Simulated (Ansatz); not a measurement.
## Relaxing Pb

Method: DFT PBE, scalar-relativistic, plane waves, PAW in Ansatz 0.2.0. Cutoff 420 eV, Γ-centred k mesh, Gaussian smearing, no spin polarisation in the final step.

The start puts Pb on the beta-tungsten (A15) structure type (Pm-3n, No. 223), at a guessed volume.

```xyz
8
Lattice="6.3145 0.0000 0.0000 0.0000 6.3145 0.0000 0.0000 0.0000 6.3145" Properties=species:S:1:pos:R:3 pbc="T T T"
Pb    3.1573    3.1573    3.1573
Pb    0.0000    0.0000    0.0000
Pb    1.5786    0.0000    3.1573
Pb    3.1573    1.5786    0.0000
Pb    3.1573    4.7359    0.0000
Pb    4.7359    0.0000    3.1573
Pb    0.0000    3.1573    4.7359
Pb    0.0000    3.1573    1.5786
```

Cell and atoms relax at zero pressure; the relaxation can't lower the symmetry of the start.

Energies count from the standard state of Pb at the same level.

Question: Describe the relaxed structure.

Answer: It keeps Pm-3n (No. 223). The result has the beta-tungsten (A15) structure. Conventional cell: a = 6.403 Å. Pb on Wyckoff site a (2 atoms of the primitive cell) has 12 Pb at 3.58 Å; Pb on Wyckoff site c (6 atoms of the primitive cell) is coordinated by 2 Pb at 3.20 Å, 4 Pb at 3.58 Å and 8 Pb at 3.92 Å.

```
Pb
1.0
     6.40265    0.00000    0.00000
     0.00000    6.40265    0.00000
     0.00000    0.00000    6.40265
Pb
8
Direct
  0.50000 0.50000 0.50000
  0.00000 0.00000 0.00000
  0.25000 0.00000 0.50000
  0.50000 0.25000 0.00000
  0.50000 0.75000 0.00000
  0.75000 0.00000 0.50000
  0.00000 0.50000 0.75000
  0.00000 0.50000 0.25000
```

Question: What are its volume, energy, density and gap?

Answer: The volume per atom is 32.81 Å³, the density is 10.49 g/cm³ and the energy over the standard structure is 0.06 eV/atom. The gap on the 6×6×6 mesh is 0 eV (a metal).

The final run used a 6×6×6 mesh on its 8-atom cell and 0.10 eV smearing. For metals, differences of a few meV/atom aren't resolved. Spin–orbit coupling is left out. Symmetry constrained the relaxation, so the result can be a saddle point. The steps took about 80 core-seconds in all.

This form isn't the element's structure at ambient conditions.